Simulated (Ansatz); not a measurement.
Se, space group P2_12_12, the levels without and with spin-orbit coupling

Computed with Ansatz 0.2.0, Python API.

Typed at the interpreter:
```pycon
>>> import warnings
>>> import ansatz as az
>>> warnings.simplefilter("ignore", az.DeckWarning)
>>> structure = (
...     az.Lattice.of([4.86816, 0.0, 0.0], [0.0, 7.90933, 0.0], [0.0, 0.0, 2.7402])
...     .atom("Se", [0.67408, 0.40105, 0.26384])
...     .atom("Se", [0.82592, 0.90105, 0.73616])
...     .atom("Se", [0.32592, 0.59895, 0.26384])
...     .atom("Se", [0.17408, 0.09895, 0.73616])
... )
>>> structure.resolved().tree()["lattice"]
((4.86816, 0.0, 0.0), (0.0, 7.90933, 0.0), (0.0, 0.0, 2.7402))
>>> job = (
...     structure.calculation()
...     .basis(420)
...     .functional("PBEsol")
...     .occupations(az.OccupationsMethod.GAUSSIAN, width=0.01)
...     .kpoints(4, 4, 8)
...     .band_table()
... )
>>> for label, variant in (("scalar-relativistic", job), ("spin-orbit", job.spin(soc=True))):
...     report = variant.run(threads=1, pin="off").report
...     zero = report["band_edges_ev"][0] if report.get("band_edges_ev") else report["fermi_energy_ev"]
...     near = [round(e - zero, 3) for e in report["eigenvalues_ev"][0] if abs(e - zero) < 4]
...     print(label)
...     print("  band edges (eV):", [round(e, 3) for e in report.get("band_edges_ev") or []] or "none reported")
...     print("  levels at k =", report["kpoints_frac"][0], "within 4 eV of the zero:", near)
...
scalar-relativistic
  band edges (eV): none reported
  levels at k = [0.0, 0.0, 0.0] within 4 eV of the zero: [-3.301, -2.695, -1.979, 1.28, 1.666, 2.181, 2.515]
spin-orbit
  band edges (eV): none reported
  levels at k = [0.0, 0.0, 0.0] within 4 eV of the zero: [-3.306, -3.306, -2.697, -2.697, -1.978, -1.978, 1.232, 1.232, 1.662, 1.662, 2.193, 2.193, 2.554, 2.554]
```

Notes:
- The computed bands are complete only to about 5.0 eV above the Fermi level.
- This isn't the structure that Se takes at ambient conditions.
- Levels are Kohn-Sham eigenvalues on this mesh.
- With spin-orbit coupling each level holds one electron and, with inversion or at time-reversal points, comes in pairs; a window in energy can cut a split set.
- Timing: 66 s on 1 thread of AMD EPYC 7R43 64-Core Processor (Zen 3), on a shared host, peak memory 0.97 GiB.
